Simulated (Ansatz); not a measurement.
Crystal: FeO.

```
Fe O
1.0
     0.00000    2.15540    2.15540
     2.15540    0.00000    2.15540
     2.15540    2.15540    0.00000
Fe O
1 1
Direct
  0.00000 0.00000 0.00000
  0.50000 0.50000 0.50000
```

```yaml
Program: Ansatz 0.2.0
Task: relaxation of cell and atoms
Functional: PBE
Potentials_or_basis: Ansatz PAW
Cutoff: "420 eV (not typed: the program's choice for these potentials)"
k_mesh: 11 × 11 × 11
Occupations: fermi-dirac, width 0.05 eV
Spin: collinear spin, ferromagnetic start
Starting_moments: "[3.0, 0.0] μB"
Hubbard_terms: Fe d U = 4 eV
```

At the start: volume 10.01 Å³/atom.

Problem. How do energy, volume and symmetry change on relaxing?

Solution. It ends after 14 steps and the volume is 10.67 Å³/atom (+6.6 %); space group R-3m (No. 166, to 0.05 Å); moment 4.00 μB per cell.

Step by step:
```csv
step,energy change (eV),largest force (eV/Å),volume (Å³)
1,0.0000,0.0000,20.03
2,-0.0016,0.0000,20.22
3,-0.0015,0.0000,20.33
4,-0.0029,0.0000,20.33
5,-0.0028,0.0000,20.35
6,-0.0029,0.0000,20.35
7,-0.7167,0.0000,20.35
8,-0.7483,0.0000,20.96
9,-0.7499,0.0000,21.29
10,-0.7498,0.0000,21.32
11,-0.7554,0.0000,21.32
12,-0.7554,0.0000,21.34
13,-0.7555,0.0000,21.34
14,-0.7555,0.0000,21.34
```

Final structure:
```
Fe O
1.0
    -0.06247    2.17082    2.17082
     2.17082   -0.06247    2.17082
     2.17082    2.17082   -0.06247
Fe O
1 1
Direct
  0.00000 0.00000 0.00000
  0.50000 0.50000 0.50000
```

Caveat: the magnetic or orbital state may not be the lowest; the electronic state changed during the relaxation; the plane-wave basis is chosen anew once the cell has moved, so the energies of steps on either side of that aren't comparable; the pressure holds a Pulay correction of +0.6 GPa for the finite cutoff; a cell with one magnetic atom can't hold antiferromagnetic order, which such compounds often take.
